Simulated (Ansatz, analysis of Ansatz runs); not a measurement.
# Can an added hole hop between F atoms in LiF (Fm-3m)?

Question: does an added hole stay on the F atom where it is started in LiF (Fm-3m), and if so, how high is the barrier for a hop to another F site nearby? Model: a cell of 128 host atoms.

Calculated with Ansatz 0.2.0; plane-wave PAW DFT, PBEsol+U; relaxation of all atoms of a supercell at fixed charge in a uniform background; PAW set soft_1.

**1. Set-up**

The cell holds 128 atoms: 64 Li and 64 F. Cell: a = 11.332 Å, b = 11.332 Å, c = 11.332 Å, α = 60.0°, β = 60.0°, γ = 60.0°. It derives from LiF (space group Fm-3m). Nearest the centre at fractional (0.250, 0.625, 0.500): F52 at 1.42 Å, Li61 at 1.42 Å, F22 at 1.42 Å, Li53 at 1.42 Å, F46 at 2.45 Å, F28 at 2.45 Å, F20 at 2.45 Å, Li29 at 2.45 Å.

Hubbard terms: F p 6.0 eV. They were chosen, not fitted, to curb self-interaction in the shells named, the trial site's among them. The two sites are F52 and F22. The cell's shortest repeat is 11.3 Å.

**2. The cell without the carrier**

The neutral cell is relaxed first, from small random displacements, so that bond lengths and moments with the carrier can be set beside those of a relaxed cell without it.

neutral.relax/input.yaml reads:

```yaml
crystal:
  lattice:
    - [0.0, 8.0131754, 8.0131754]
    - [8.0131754, 0.0, 8.0131754]
    - [8.0131754, 8.0131754, 0.0]
  atoms:
    - { symbol: Li, position: [0.0, 0.0, 0.0] }
    - { symbol: F, position: [0.125, 0.125, 0.125] }
    - { symbol: Li, position: [0.0, 0.0, 0.25] }
[... 1 atom line left out ...]
    - { symbol: Li, position: [0.0, 0.0, 0.5] }
[... 8 atom lines left out ...]
    - { symbol: F, position: [0.125, 0.375, 0.625] }
[... 1 atom line left out ...]
    - { symbol: F, position: [0.125, 0.375, 0.875] }
[... 3 atom lines left out ...]
    - { symbol: F, position: [0.125, 0.625, 0.375] }
    - { symbol: Li, position: [0.0, 0.5, 0.5] }
    - { symbol: F, position: [0.125, 0.625, 0.625] }
    - { symbol: Li, position: [0.0, 0.5, 0.75] }
    - { symbol: F, position: [0.125, 0.625, 0.875] }
[... 1 atom line left out ...]
    - { symbol: F, position: [0.125, 0.875, 0.125] }
[... 1 atom line left out ...]
    - { symbol: F, position: [0.125, 0.875, 0.375] }
    - { symbol: Li, position: [0.0, 0.75, 0.5] }
    - { symbol: F, position: [0.125, 0.875, 0.625] }
    - { symbol: Li, position: [0.0, 0.75, 0.75] }
[... 3 atom lines left out ...]
    - { symbol: Li, position: [0.25, 0.0, 0.25] }
[... 1 atom line left out ...]
    - { symbol: Li, position: [0.25, 0.0, 0.5] }
[... 6 atom lines left out ...]
    - { symbol: F, position: [0.375, 0.375, 0.375] }
    - { symbol: Li, position: [0.25, 0.25, 0.5] }
    - { symbol: F, position: [0.375, 0.375, 0.625] }
    - { symbol: Li, position: [0.25, 0.25, 0.75] }
[... 2 atom lines left out ...]
    - { symbol: F, position: [0.375, 0.625, 0.125] }
    - { symbol: Li, position: [0.25, 0.5, 0.25] }
    - { symbol: F, position: [0.375, 0.625, 0.375] }
    - { symbol: Li, position: [0.25, 0.5, 0.5] }
    - { symbol: F, position: [0.375, 0.625, 0.625] }
    - { symbol: Li, position: [0.25, 0.5, 0.75] }
[... 2 atom lines left out ...]
    - { symbol: F, position: [0.375, 0.875, 0.125] }
    - { symbol: Li, position: [0.25, 0.75, 0.25] }
    - { symbol: F, position: [0.375, 0.875, 0.375] }
    - { symbol: Li, position: [0.25, 0.75, 0.5] }
[... 1 atom line left out ...]
    - { symbol: Li, position: [0.25, 0.75, 0.75] }
[... 12 atom lines left out ...]
    - { symbol: F, position: [0.625, 0.375, 0.375] }
    - { symbol: Li, position: [0.5, 0.25, 0.5] }
    - { symbol: F, position: [0.625, 0.375, 0.625] }
    - { symbol: Li, position: [0.5, 0.25, 0.75] }
[... 2 atom lines left out ...]
    - { symbol: F, position: [0.625, 0.625, 0.125] }
    - { symbol: Li, position: [0.5, 0.5, 0.25] }
    - { symbol: F, position: [0.625, 0.625, 0.375] }
    - { symbol: Li, position: [0.5, 0.5, 0.5] }
[... 1 atom line left out ...]
    - { symbol: Li, position: [0.5, 0.5, 0.75] }
[... 3 atom lines left out ...]
    - { symbol: Li, position: [0.5, 0.75, 0.25] }
[... 1 atom line left out ...]
    - { symbol: Li, position: [0.5, 0.75, 0.5] }
[... 24 atom lines left out ...]
    - { symbol: F, position: [0.875, 0.625, 0.625] }
[... 5 atom lines left out ...]
    - { symbol: F, position: [0.875, 0.875, 0.375] }
[... 1 atom line left out ...]
    - { symbol: F, position: [0.875, 0.875, 0.625] }
[... 1 atom line left out ...]
    - { symbol: F, position: [0.875, 0.875, 0.875] }
basis:
  ecutwfc: 420
  xc_grid: 2
hamiltonian:
  xc: pbesol
  hubbard:
    sites: [{ species: F, l: p, u_eff: 6.0 }]
    projectors: ortho-atomic
  pseudopotentials: { kind: paw, azcp: { folder: soft_1 }, xc_functional: pbe }
kpoints:
  mp_grid: { grid: [1, 1, 1] }
scf:
  occupations: { method: fermi_dirac, width: 0.01 }
  max_iter: 120
  lower_state_search: "off"
output:
  forces: true
relax:
  f_tol: 0.02
  max_steps: 70
  random_displacement: { amplitude: 0.04, seed: 7257 }
checkpoint:
  write: "../neutral.relax.run"
  compress: false
  write_wavefunctions: true
  write_every: 100000
```

Started as:

```sh
$ ansatz run input.yaml --threads 8 --pin off --max-ram 17899MiB --backend cpu --events-out ev --progress --plain --runs-dir out
```

Numbers of over 12 decimals in the logs are rounded to 6 here.

The log of the run:

```text
[... repeated set-up lines and file paths are left out, and long positions are rounded to six places ...]
Engine: ansatz 0.2.0, aarch64-unknown-linux-gnu
Pseudopotentials: kind: paw
Pseudopotential: Li, paw, valence charge 3, recommended cutoff 420 eV (normal), soft_1/Li.paw.azcp
Pseudopotential: F, paw, valence charge 7, recommended cutoff 420 eV (normal), soft_1/F.paw.azcp
Functional definition: PBEsol
  exchange = pbesol_x
  correlation = pbesol_c
Crystal: 128 atoms, lattice volume = 1029.068 Å³
Basis set: ecut = 420 eV, 20107 PW (Γ), exchange–correlation on 160×160×160 points (8 copies of the dense FFT grid, shifted against one another)
Bands: 448, of which v1, the nominal top of the filled ones, is band 320 counted from 1 (319 counted from 0)
Symmetry: 1 space group operations
k-points: 1
Non-local potential: Li, projectors of the file, l = 0: 3, l = 1: 2, l = 2: 1
Non-local potential: F, projectors of the file, l = 0: 2, l = 1: 2, l = 2: 1
PAW form: soft (Blöchl's): semilocal exchange-correlation on the pseudo side does not see the compensation charge
PAW frozen core: F, regenerated for the run's functional, and the local potential with it (the file was generated under x = pbe(κ = 0.804, μ = 0.219515), c = pbe(β = 0.066725))
PAW one-centre angular grid: Li, 110 points (default); XC on 64 Gauss nodes
PAW one-centre angular grid: F, 110 points (default); XC on 64 Gauss nodes
Initial density: superposition of atomic densities (chi_scale 0.1, normalization cell, long waves of neutral atoms under a Hubbard term (reshape's long-wave potential 0.06 eV rms, cloud 1.85 Å wide))
Initial wavefunctions: pseudopotential atomic-orbital guess
[...]
atom  46  F      0.00292428     0.00128532     0.00144951
  [... 5 atoms left out ...]
  atom  52  F     -0.00252588    -0.00057028     0.00245651
  atom  53  Li    -0.00261897    -0.00048283     0.00241940
  atom  54  F     -0.00241138    -0.00249822    -0.00260435
  [... 4 atoms left out ...]
  atom  59  Li    -0.00131945    -0.00155722     0.00188011
  [... 1 atom left out ...]
  atom  61  Li     0.00167900    -0.00005383    -0.00184375
  [... 23 atoms left out ...]
  atom  85  Li    -0.00139914     0.00041054    -0.00401711
  [... 43 atoms left out ...]
  max |Σ_I F_I| component: 5.22e-5 eV/Å
--- Band table (eV) ---
  k-point 0: bands = ["-39.3318", "-39.3318", "-39.3318", "-39.3318", [... 440 left out ...] "18.9630", "18.9633", "18.9637", "18.9639"]
Occupation matrices written to <dir>
--- Relaxed structure (4 steps of the walk, 4 accepted, 0 SCFs on fresh bases) ---
  F+E_penalty+E_count = -64390.27328036 eV   max|allowed force component| = 5.328e-3 eV/Å
  atoms:
    - { symbol: Li, position: [-0.000287, 0.000371, -3.28045968765427e-5] }
    - { symbol: F, position: [0.124709, 0.125264, 0.124954] }
    [... 17 atoms left out ...]
    - { symbol: F, position: [0.124690, 0.625205, 0.375102] }
    [... 1 atom left out ...]
    - { symbol: F, position: [0.124733, 0.625233, 0.625092] }
    [... 5 atoms left out ...]
    - { symbol: F, position: [0.124712, 0.875227, 0.375125] }
    [... 17 atoms left out ...]
    - { symbol: F, position: [0.374684, 0.375268, 0.625044] }
    [... 5 atoms left out ...]
    - { symbol: F, position: [0.374640, 0.625266, 0.375209] }
    - { symbol: Li, position: [0.249637, 0.500225, 0.500248] }
    - { symbol: F, position: [0.374775, 0.625347, 0.625089] }
    [... 4 atoms left out ...]
    - { symbol: Li, position: [0.249703, 0.750160, 0.250179] }
    [... 1 atom left out ...]
    - { symbol: Li, position: [0.249797, 0.750281, 0.499987] }
    [... 23 atoms left out ...]
    - { symbol: Li, position: [0.499751, 0.500412, 0.500043] }
    [... 43 atoms left out ...]
[key lines of the parts left out:]
SCF converged after 2 iterations
Free energy (F): -64390.273280 eV
Fermi energy:    4.404100 eV
```

Wall time 34 s (8 threads of Arm Neoverse V1, shared host); peak memory 1.7 GiB; 4.2 min of CPU time.

The largest displacement from an ideal site is 0.003 Å.

[end of part 1 of 3]

[Logs are printed without paths, hosts, clocks, repeated set-up lines and the standing remarks that a program may print on its own settings, such as how far it seeks lower states.]

[Hosts, paths, dates, database ids (printed as entryN), source tags and the programs' standing remarks are cut or masked in the printed files.]
